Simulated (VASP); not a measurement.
Calculation: PBE GGA, VASP's PBE PAW potentials (set 64) (plane waves; VASP).

VASP input:

POSCAR:
```
BeO
1
    2.6830800000     0.0000000000     0.0000000000
   -1.3415400000     2.3236150000     0.0000000000
    0.0000000000     0.0000000000     8.7837160000
Be O
4 4
Direct
  0.0000000000   0.0000000000   0.0000000000
  0.0000000000   0.0000000000   0.5000000000
  0.6666670000   0.3333330000   0.7501800000
  0.3333330000   0.6666670000   0.2501800000
  0.0000000000   0.0000000000   0.8121600000
  0.0000000000   0.0000000000   0.3121600000
  0.6666670000   0.3333330000   0.5632900000
  0.3333330000   0.6666670000   0.0632900000
```

### INCAR
```
# general
SYSTEM  =  BeO
PREC    =  Accurate
ENCUT   =  400   # plane-wave cut-off (eV)
LREAL   =  .False.
LASPH   =  .True.

# electronic loop
EDIFF   =  1E-6   # SCF stop (eV)
NELM    =  100   # most electronic steps
ALGO    =  Normal

# smearing
ISMEAR  =  0   # Gaussian
SIGMA   =  0.2

# functional
GGA     =  PE   # PBE

# ions
ISIF    =  2

# output
LWAVE   =  .False.
LCHARG  =  .False.
```

### KPOINTS
```
Automatic mesh
0
Gamma
7 7 2
0 0 0
```

POTCAR, in this order: Be O (PBE.64 set). Program: vasp_std.

Output

File OSZICAR:
```
       N       E                     dE             d eps       ncg     rms          rms(c)
DAV:   1     0.130396446678E+03    0.13040E+03   -0.15457E+04   672   0.120E+03
DAV:   2    -0.548806553109E+02   -0.18528E+03   -0.17780E+03   933   0.298E+02
DAV:   3    -0.612098079808E+02   -0.63292E+01   -0.63125E+01   832   0.594E+01
DAV:   4    -0.612629775870E+02   -0.53170E-01   -0.53133E-01   822   0.682E+00
DAV:   5    -0.612637172242E+02   -0.73964E-03   -0.73958E-03   817   0.688E-01    0.127E+01
DAV:   6    -0.570022420703E+02    0.42615E+01   -0.16672E+01   752   0.271E+01    0.421E+00
DAV:   7    -0.569596147438E+02    0.42627E-01   -0.26931E-01   832   0.398E+00    0.269E+00
DAV:   8    -0.569699615075E+02   -0.10347E-01   -0.75805E-02   727   0.315E+00    0.268E-01
DAV:   9    -0.569692382792E+02    0.72323E-03   -0.27674E-03   832   0.393E-01    0.102E-01
DAV:  10    -0.569699052767E+02   -0.66700E-03   -0.21473E-03   787   0.306E-01    0.721E-02
DAV:  11    -0.569698295979E+02    0.75679E-04   -0.20896E-04   807   0.101E-01    0.253E-02
DAV:  12    -0.569698190695E+02    0.10528E-04   -0.38411E-05   787   0.428E-02    0.632E-03
DAV:  13    -0.569698181508E+02    0.91875E-06   -0.95503E-06   792   0.214E-02
   1 F= -.56969818E+02 E0= -.56969818E+02  d E =-.111696E-10
```

### OUTCAR
```
------------------------ aborting loop because EDIFF is reached ----------------------------------------
  FORCE on cell =-STRESS in cart. coord.  units (eV):
  Direction    XX          YY          ZZ          XY          YZ          ZX
  --------------------------------------------------------------------------------------
  Total       -0.1803638     -0.1803637     -0.7482260      0.0000000      0.0000000     -0.0000000
  in kB       -5.2769603     -5.2769583    -21.8910850      0.0000000      0.0000000     -0.0000000
  external PRESSURE =     -10.8150012 kB  Pullay stress =       0.0000000 kB
  volume of cell :       54.76
      direct lattice vectors                 reciprocal lattice vectors
     2.683080000  0.000000000  0.000000000     0.372705995  0.215181947  0.000000000
    -1.341540000  2.323615000  0.000000000     0.000000000  0.430363894  0.000000000
     0.000000000  0.000000000  8.783716000     0.000000000  0.000000000  0.113847032
 POSITION                                       TOTAL-FORCE (eV/Angst)
 -----------------------------------------------------------------------------------
      0.00000      0.00000      0.00000         0.000000     -0.000000      0.149424
      0.00000      0.00000      4.39186        -0.000000     -0.000000      0.149424
      1.34154      0.77454      6.58937         0.000000     -0.000000     -0.046456
     -0.00000      1.54908      2.19751        -0.000000     -0.000000     -0.046456
      0.00000      0.00000      7.13378         0.000000     -0.000000      0.127779
      0.00000      0.00000      2.74192        -0.000000     -0.000000      0.127779
      1.34154      0.77454      4.94778         0.000000     -0.000000     -0.230747
     -0.00000      1.54908      0.55592        -0.000000      0.000000     -0.230747
 -----------------------------------------------------------------------------------
    total drift:                               -0.000001     -0.000001     -0.000237
  FREE ENERGIE OF THE ION-ELECTRON SYSTEM (eV)
  ---------------------------------------------------
  free  energy   TOTEN  =       -56.9698181508 eV

  energy  without entropy=      -56.9698181508  energy(sigma->0) =      -56.96981815
```
(Selected blocks of OUTCAR.)

At this cut-off the stress carries a Pulay error, which pulls relaxed volumes low.

The structure was generated: BeO was put into an ordered model structure, which need not be its known phase. The cell was not relaxed at this level.
